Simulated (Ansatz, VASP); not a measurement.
**One calculation of AlCu, two programs**

```
Al Cu
1.0
     2.99751    0.00000    0.00000
     0.00000    2.99751    0.00000
     0.00000    0.00000    2.99751
Al Cu
1 1
Direct
  0.00000 0.00000 0.00000
  0.50000 0.50000 0.64595
```

Change from the starting cell: all Cu atoms moved +0.438 Å, as atom 2 along Cartesian [0 0 1].

Alike in both runs: task single point; functional PBEsol; k mesh 16 × 16 × 16; occupations gaussian, width 0.15 eV; no spin polarisation.

|  | VASP | Ansatz |
| --- | --- | --- |
| version | VASP 6.6.1 | Ansatz 0.2.0 |
| potentials or method | VASP PAW PBE potentials, release 64 (Al, Cu) | scalar-relativistic, plane waves, PAW |
| plane-wave cutoff (eV) | 520 | 420 |
| valence electrons in the cell | 14 | 22 |

|  | VASP | Ansatz | Ansatz less VASP |
| --- | --- | --- | --- |
| gap on the k mesh at the Fermi level (eV) | none | none | - |
| pressure (GPa) | 3.8 | 3.4 | -0.42 |
| largest component of the traceless stress (GPa) | 4.51 | 4.45 | -0.055 |
| rms of the force components (eV/Å) | 0.935 | 0.928 | -0.0061 |

Atom by atom the forces differ by 0.006 eV/Å (rms over components). A gap of «none» marks a metal or a gap that the smearing closes. The two sets of potentials don't hold the same shells in valence.

Caveats: the PAW data sets were made with another functional, which shifts forces and pressure a little (VASP).
